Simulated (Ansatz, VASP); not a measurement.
# Two plane-wave programs on Fe

```xyz
2
Lattice="2.3971 0.0000 0.0000 -1.1986 2.0760 0.0000 0.0000 0.0000 3.7909" Properties=species:S:1:pos:R:3 pbc="T T T"
Fe    0.0000    1.3840    0.9477
Fe    1.1986    0.6920    2.8432
```

Alike in both runs: task single point; functional PBEsol; k mesh 17 × 17 × 9; occupations fermi-dirac, width 0.1 eV; no spin polarisation.

|  | VASP | Ansatz |
| --- | --- | --- |
| version | VASP 6.6.1 | Ansatz 0.2.0 |
| potentials or method | VASP PAW PBE potentials, release 64 (Fe) | plane waves (420 eV) with PAW, scalar-relativistic |
| plane-wave cutoff (eV) | 520 | 420 |
| valence electrons in the cell | 16 | 32 |

```csv
,VASP,Ansatz,Ansatz less VASP
pressure (GPa),13.9,14.4,+0.56
largest component of the traceless stress (GPa),0.33,0.49,+0.166
```

The two sets of potentials don't hold the same shells in valence. Ansatz warned: «pseudo_functional_mismatch».

Caveats: the PAW data sets were made with another functional, which shifts forces and pressure a little (VASP); the run has no spin polarisation, though such a crystal can be magnetic. Spin polarisation is off, so any magnetic state and its effect on volume and gap are missing.
